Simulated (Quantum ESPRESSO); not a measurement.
# SiC (Moissanite) (P6_3mc) in Quantum ESPRESSO: a series of runs, part 2 of 2

Quantum ESPRESSO 7.5. The steps go on from the part before.

## 3. Phonons, PBE+D2

Contents of pw.in:

```
&CONTROL
  calculation = 'scf'
  prefix = 'pwscf'
  outdir = './tmp'
  pseudo_dir = './pseudo'
  tprnfor = .true.
  tstress = .true.
  disk_io = 'low'
/
&SYSTEM
  ibrav = 0
  nat = 4
  ntyp = 2
  ecutwfc = 82
  nbnd = 14
  occupations = 'smearing'
  smearing = 'fd'
  degauss = 0.00367493
  vdw_corr = 'grimme-d2'
/
&ELECTRONS
  conv_thr = 8d-10
  electron_maxstep = 120
  mixing_beta = 0.5
/
ATOMIC_SPECIES
Si    28.0850 Si.upf
C     12.0110 C.upf
CELL_PARAMETERS angstrom
   3.0760000000    0.0000000000    0.0000000000
  -1.5380000000    2.6638941420    0.0000000000
   0.0000000000    0.0000000000    5.0480000000
ATOMIC_POSITIONS crystal
Si     0.6666666667    0.3333333333    0.5000000000
Si     0.3333333333    0.6666666667    0.0000000000
C      0.6666666667    0.3333333333    0.8850000000
C      0.3333333333    0.6666666667    0.3850000000
K_POINTS automatic
6 6 4 0 0 1
```

Contents of relax.in:

```
&CONTROL
  calculation = 'vc-relax'
  prefix = 'pwscf'
  outdir = './tmp'
  pseudo_dir = './pseudo'
  tprnfor = .true.
  tstress = .true.
  disk_io = 'low'
  nstep = 40
  forc_conv_thr = 0.0001
  etot_conv_thr = 1d-06
/
&SYSTEM
  ibrav = 0
  nat = 4
  ntyp = 2
  ecutwfc = 82
  nbnd = 14
  occupations = 'smearing'
  smearing = 'fd'
  degauss = 0.00367493
  vdw_corr = 'grimme-d2'
/
&ELECTRONS
  conv_thr = 8d-10
  electron_maxstep = 120
  mixing_beta = 0.5
/
&IONS
  ion_dynamics = 'bfgs'
/
&CELL
  cell_dynamics = 'bfgs'
  press = 0
  press_conv_thr = 0.2
/
ATOMIC_SPECIES
Si    28.0850 Si.upf
C     12.0110 C.upf
CELL_PARAMETERS angstrom
   3.0760000000    0.0000000000    0.0000000000
  -1.5380000000    2.6638941420    0.0000000000
   0.0000000000    0.0000000000    5.0480000000
ATOMIC_POSITIONS crystal
Si     0.6666666667    0.3333333333    0.5000000000
Si     0.3333333333    0.6666666667    0.0000000000
C      0.6666666667    0.3333333333    0.8850000000
C      0.3333333333    0.6666666667    0.3850000000
K_POINTS automatic
6 6 4 0 0 1
```

Contents of scf2.in:

```
&CONTROL
  calculation = 'scf'
  prefix = 'pwscf'
  outdir = './tmp'
  pseudo_dir = './pseudo'
  tprnfor = .true.
  tstress = .true.
  disk_io = 'low'
/
&SYSTEM
  ibrav = 0
  nat = 4
  ntyp = 2
  ecutwfc = 82
  nbnd = 14
  occupations = 'fixed'
  vdw_corr = 'grimme-d2'
/
&ELECTRONS
  conv_thr = 1d-13
  electron_maxstep = 120
  mixing_beta = 0.5
  startingpot = 'file'
  startingwfc = 'file'
/
ATOMIC_SPECIES
Si    28.0850 Si.upf
C     12.0110 C.upf
CELL_PARAMETERS angstrom
   3.0736535575    0.0000000000    0.0000000000
  -1.5368267787    2.6618620631    0.0000000000
   0.0000000000    0.0000000000    5.0570227343
ATOMIC_POSITIONS crystal
Si     0.6666666667    0.3333333333    0.5049857103
Si     0.3333333333    0.6666666667    0.0049857103
C      0.6666666667    0.3333333333    0.8800142897
C      0.3333333333    0.6666666667    0.3800142897
K_POINTS automatic
6 6 4 0 0 1
```

Contents of ph.in:

```
phonons of SiC
&INPUTPH
  prefix = 'pwscf'
  outdir = './tmp'
  tr2_ph = 1d-16
  fildyn = 'dyn'
  niter_ph = 60
  alpha_mix(1) = 0.7
  epsil = .true.
/
0.0000000000 0.0000000000 0.0000000000
```

Contents of dynmat.in:

```
&INPUT
  fildyn = 'dyn'
  asr = 'crystal'
  lperm = .true.
  filout = 'dynmat.disp'
  fileig = 'dynmat.eig'
/
```

Contents of dynmat_lo.in:

```
&INPUT
  fildyn = 'dyn'
  asr = 'crystal'
  filout = 'dynmat_lo.disp'
  fileig = 'dynmat_lo.eig'
  q(1) = 0
  q(2) = 0
  q(3) = 1
/
```

Potentials or basis: PseudoDojo 0.4.1 SR PBE standard.

Started as:

```console
OMP_NUM_THREADS=1 pw.x -in pw.in > pw.out
OMP_NUM_THREADS=1 pw.x -in relax.in > relax.out
OMP_NUM_THREADS=1 pw.x -in scf2.in > scf2.out
OMP_NUM_THREADS=1 ph.x -in ph.in > ph.out
OMP_NUM_THREADS=1 dynmat.x -in dynmat.in > dynmat.out
OMP_NUM_THREADS=1 dynmat.x -in dynmat_lo.in > dynmat_lo.out
```

pw.out:

```text
This program is part of the open-source Quantum ESPRESSO suite
     for quantum simulation of materials; please cite
[... 9 lines left out ...]
     --------------------
     sticks:   dense  smooth     PW     G-vecs:    dense   smooth      PW
     Sum         757     757    223                27991    27991    4475

     Using Slab Decomposition

     bravais-lattice index     =            0
     lattice parameter (alat)  =       5.8128  a.u.
     unit-cell volume          =     279.1382 (a.u.)^3
     number of atoms/cell      =            4
     number of atomic types    =            2
     number of electrons       =        16.00
     number of Kohn-Sham states=           14
     kinetic-energy cutoff     =      82.0000  Ry
     charge density cutoff     =     328.0000  Ry
     scf convergence threshold =      8.0E-10
     mixing beta               =       0.5000
     number of iterations used =            8  plain     mixing
     Exchange-correlation= PBE
[... 186 lines left out ...]

          k = 0.1667 0.2887 0.0762 (  3494 PWs)   bands (ev):
[... 26 lines left out ...]
    -1.1703  -1.1703   2.0253   2.0253   3.4837   4.4790   7.7182   7.7182
    14.4994  15.0573  15.0573  16.8549  19.9814  19.9814

     the Fermi energy is    10.7190 ev

!    total energy              =     -41.14609337 Ry
     estimated scf accuracy    <          8.7E-12 Ry
     smearing contrib. (-TS)   =      -0.00000000 Ry
     internal energy E=F+TS    =     -41.14609337 Ry

     The total energy is F=E-TS. E is the sum of the following terms:
     one-electron contribution =      11.08909379 Ry
     hartree contribution      =       4.75107356 Ry
     xc contribution           =     -15.12672097 Ry
     ewald contribution        =     -41.78918921 Ry
     Dispersion Correction     =      -0.07035055 Ry

     convergence has been achieved in   9 iterations

     Forces acting on atoms (cartesian axes, Ry/au):

     atom    1 type  1   force =     0.00000000    0.00000000    0.03143250
     atom    2 type  1   force =    -0.00000000   -0.00000000    0.03143250
     atom    3 type  2   force =     0.00000000   -0.00000000   -0.03143250
     atom    4 type  2   force =     0.00000000    0.00000000   -0.03143250

     Total force =     0.062865     Total SCF correction =     0.000002

     Computing stress (Cartesian axis) and pressure

          total   stress  (Ry/bohr**3)                   (kbar)     P=        3.58
   0.00010961  -0.00000000   0.00000000           16.12       -0.00        0.00
  -0.00000000   0.00010961   0.00000000           -0.00       16.12        0.00
   0.00000000   0.00000000  -0.00014631            0.00        0.00      -21.52

=------------------------------------------------------------------------------=
   JOB DONE.
=------------------------------------------------------------------------------=
```

relax.out:

```text
This program is part of the open-source Quantum ESPRESSO suite
     for quantum simulation of materials; please cite
[... 9 lines left out ...]
     --------------------
     sticks:   dense  smooth     PW     G-vecs:    dense   smooth      PW
     Sum         757     757    223                27991    27991    4475
[... 1290 lines left out ...]
   0.00000014  -0.00000000   0.00000000            0.02       -0.00        0.00
  -0.00000000   0.00000014   0.00000000           -0.00        0.02        0.00
  -0.00000000  -0.00000000   0.00000032           -0.00       -0.00        0.05

=------------------------------------------------------------------------------=
   JOB DONE.
=------------------------------------------------------------------------------=
```

It took 4.2 min on 1 thread of Intel Xeon Platinum 8488C (Sapphire Rapids), shared host; peak memory 0.08 GiB.

What came out:

```yaml
Free_energy: -559.8625 eV
Relaxed_volume: 10.34 Å³/atom
Relaxed_cell: a = 3.074 Å, b = 3.074 Å, c = 5.057 Å, α = 90.00°, β = 90.00°, γ = 120.00°
Space_group_after_relaxing_to_0.05_Å: P6_3mc (No. 186)
Pressure_after_relaxing: 0.0 GPa
Electronic_dielectric_tensor_diagonal: 7.29, 7.29, 7.31
Born_charges_mean_of_the_diagonal: Si +2.70; C -2.80 e
Highest_phonon_frequency_at_Γ_LO-TO_splitting_left_out: 843 cm⁻¹
Static_dielectric_tensor_diagonal: 10.56, 10.56, 11.22
```

The path:
| step | energy change (eV) | largest force (eV/Å) | pressure (GPa) | volume (Å³) |
| --- | --- | --- | --- | --- |
| 1 | 0.0000 | 0.8082 | 0.36 | 41.36 |
| 2 | -0.0351 | 0.2189 | -0.33 | 41.44 |
| 3 | -0.0409 | 0.0010 | 0.06 | 41.36 |
| 4 | -0.0414 | 0.0035 | -0.03 | 41.38 |
| 5 | -0.0414 | 0.0000 | 0.00 | 41.37 |

Final structure:
```yaml
crystal:
  lattice:
    - [3.07365, 0.00000, 0.00000]
    - [-1.53683, 2.66186, 0.00000]
    - [0.00000, 0.00000, 5.05702]
  atoms:
    - { symbol: Si, position: [0.66667, 0.33333, 0.50499] }
    - { symbol: Si, position: [0.33333, 0.66667, 0.00499] }
    - { symbol: C, position: [0.66667, 0.33333, 0.88001] }
    - { symbol: C, position: [0.33333, 0.66667, 0.38001] }
```

Phonon frequencies in cm⁻¹ (negative: imaginary):
| q point | frequencies |
| --- | --- |
| (0.000, 0.000, 0.000) | -1 -1 -1 253 253 590 760 760 770 793 793 843 |

Electronic dielectric tensor:
```
7.29 0.00 0.00
0.00 7.29 0.00
0.00 0.00 7.31
```

Born effective charge tensors (e):
atom 1, Si
```
2.63 0.00 0.00
0.00 2.63 0.00
0.00 0.00 2.85
```
atom 2, Si
```
2.63 0.00 0.00
0.00 2.63 0.00
0.00 0.00 2.85
```
atom 3, C
```
-2.77  0.00  0.00
 0.00 -2.77  0.00
 0.00  0.00 -2.87
```
atom 4, C
```
-2.77  0.00  0.00
 0.00 -2.77  0.00
 0.00  0.00 -2.87
```

Optical modes at Γ, degenerate ones joined, polar ones without the macroscopic field:
```
cm⁻¹  components  symmetry     active in  IR intensity, summed ((D/Å)²/amu)
 253           2        E2         Raman                               0.00
 590           1        B1        silent                               0.00
 760           2        E2         Raman                               0.00
 770           1        A1  IR and Raman                              44.91
 793           2        E1  IR and Raman                              79.74
 843           1        B1        silent                               0.00
```

Zone-centre frequencies without and with the macroscopic field along z (cm⁻¹):
```
                      optical modes in rising order
       without  253 253 590 760 760 770 793 793 843
with the field  253 253 590 760 760 793 793 843 954
```

Static dielectric tensor, electrons and zone-centre modes:
```
10.56  0.00  0.00
 0.00 10.56  0.00
 0.00  0.00 11.22
```

Caveat: the mesh is thin for the dielectric tensor, Born charges and intensities, which usually come out too large; the Born charges break their sum rule by 0.20 e, a sign of too thin a mesh.
